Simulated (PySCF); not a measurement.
A side-by-side comparison of computed properties.

First species: fluoroform, CHF3.
Numbering: `[F:1][CH:2]([F:3])[F:4]` (hydrogens: H5 on C2)

Second species: C₇H₈F₂.
InChI=1S/C7H8F2/c1-3-4-6(2)5-7(8)9/h3,5H,1-2,4H2

Levels: CAM-B3LYP/def2-SVPD for dipole moment, HOMO energy, LUMO energy, HOMO–LUMO gap, static isotropic polarisability and electronic spatial extent ⟨r²⟩ about the centre of nuclear charge; TDDFT CAM-B3LYP/def2-SVPD for lowest singlet excitation; TDA CAM-B3LYP/def2-SVPD for lowest triplet excitation (Tamm–Dancoff). Geometries: GFN2-xTB. All species are isolated and taken at one optimised geometry, non-relativistic unless stated. Electronic properties by PySCF.

The conformers computed, where there is a choice (atom-mapped SMILES and torsion angles):
- `[CH2:1]=[CH:2][CH2:3][C:4](=[CH2:5])[CH:6]=[C:7]([F:8])[F:9]`: C1–C2–C3–C4 -126°, C2–C3–C4–C5 -100°, C3–C4–C6–C7 7°

Values for the first species:

```
Dipole moment                                                     : 1.67 D
HOMO energy                                                       : -13.08 eV
LUMO energy                                                       : 1.31 eV
HOMO–LUMO gap                                                     : 14.39 eV
Lowest singlet excitation                                         : 10.99 eV
Lowest triplet excitation (Tamm–Dancoff)                          : 10.39 eV
Static isotropic polarisability                                   : 18.3 au
Electronic spatial extent ⟨r²⟩ about the centre of nuclear charge : 208 bohr²
```

**Question.** Estimate the same properties for the second species, and the change in each.

**Answer.** 
```tsv
property	first	second	second less first
dipole moment	1.67 D	1.47 D	-0.20 D
HOMO energy	-13.08 eV	-8.10 eV	+4.98 eV
LUMO energy	1.31 eV	0.19 eV	-1.12 eV
HOMO–LUMO gap	14.39 eV	8.29 eV	-6.10 eV
lowest singlet excitation	10.99 eV	5.90 eV	-5.09 eV
lowest triplet excitation (Tamm–Dancoff)	10.39 eV	3.33 eV	-7.06 eV
static isotropic polarisability	18.3 au	87.9 au	+69.6 au
electronic spatial extent ⟨r²⟩ about the centre of nuclear charge	208 bohr²	1305 bohr²	+1097 bohr²
```

On the first: The principal polarisabilities are 17.7, 18.6 and 18.6 au; their mean is the isotropic value. No computed singlet falls in the visible range (750 to 380 nm, 1.65 to 3.26 eV); S1 lies 7.73 eV above its blue end.

On the second: In atomic units the dipole is 0.58 e·bohr (1 au = 2.5417 D).
